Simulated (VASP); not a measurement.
Runs of VASP 6.6.1 on MnS. It takes space group Fm-3m (No. 225, cubic). The conventional cell has a = 5.209 Å, b = 5.209 Å, c = 5.209 Å, α = 90.00°, β = 90.00°, γ = 90.00°. Mn (site symmetry m-3m) has 6 S at 2.60 Å as nearest neighbours. S (site symmetry m-3m) has 6 Mn at 2.60 Å as nearest neighbours. 

```csv
task,level,potentials or basis,spin,U,cell,cutoff (eV),smearing,other keys,gap on the mesh (eV),pressure (GPa),moment (μB)
density of states,PBE+D3+U,"VASP PAW PBE potentials, release 64 (Mn_pv, S)","collinear, random start",Mn d U = 6 eV,volume scaled by 1.25,520,tetrahedron,ISMEAR = -5; SIGMA = 0.1,1.20,-10.1,5.00
single point,PBE,"VASP PAW PBE potentials, release 64 (Mn_pv, S)","collinear, ferromagnetic start",-,"atoms moved at random, drawn with an rms of 0.05 Å",520,fermi-dirac 0.05 eV,-,none,-2.8,4.71
single point,RPBE,"VASP PAW PBE potentials, release 64 (Mn_GW, S_GW)","collinear, ferromagnetic start",-,as given,550,gaussian 0.02 eV,-,none,(b),(a)
single point,PBE,"VASP PAW PBE potentials, release 64 (Mn_pv, S)","collinear, ferromagnetic start",-,as given,520,fermi-dirac 0.05 eV,-,none,-2.9,4.71
```

Alike in all rows: k mesh 9 × 9 × 9.

Estimate the missing entries.

(a) 4.79; (b) 0.6.

Caveats: a cell with one magnetic atom can't hold antiferromagnetic order, which such compounds often take; semilocal functionals often make such compounds metallic where correlation or magnetic order opens a gap, which also shifts bond lengths (some runs); an odd mesh through Γ misses points on the zone boundary, where band edges often lie (some runs); the PAW data sets were made with another functional, which shifts forces and pressure a little (some runs).

A gap of «none» marks a metal or a gap under the smearing width.

The runs don't all hold the same shells in valence.
